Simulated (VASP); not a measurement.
Cl2C, 3 atoms in the cell. The cell holds a molecule in a box, 3 atoms: a = 12.000 Å, b = 11.000 Å, c = 11.000 Å, α = 90.00°, β = 90.00°, γ = 90.00°. 

```yaml
Program: VASP 6.6.1
Task: atomic charges
Functional: PBE
Dispersion: TS
Potentials_or_basis: VASP PAW PBE potentials, release 64 (Cl, C)
Cutoff: 520 eV
k_mesh: 1 × 1 × 1
Occupations: gaussian, width 0.01 eV
Spin: no spin polarisation
Further_INCAR_settings: ALGO = Normal; EDIFF = 1e-07
```

Potentials or basis: VASP PAW PBE potentials, release 64 (Cl, C).

Launch:

```sh
$ cat potpaw_PBE.64/Cl/POTCAR potpaw_PBE.64/C/POTCAR > POTCAR
$ mpirun -np 1 vasp_gam > vasp.out
```

Hardware: 1 thread of Intel(R) Xeon(R) 6975P-C (Granite Rapids), on a shared host.

**Question.** Estimate the wall time of this run.

**Answer.** Run time: 91 s on 1 thread of Intel(R) Xeon(R) 6975P-C (Granite Rapids), with other jobs on the host, peak memory 1.1 GiB. Counts: scf iterations 25, k points 1.
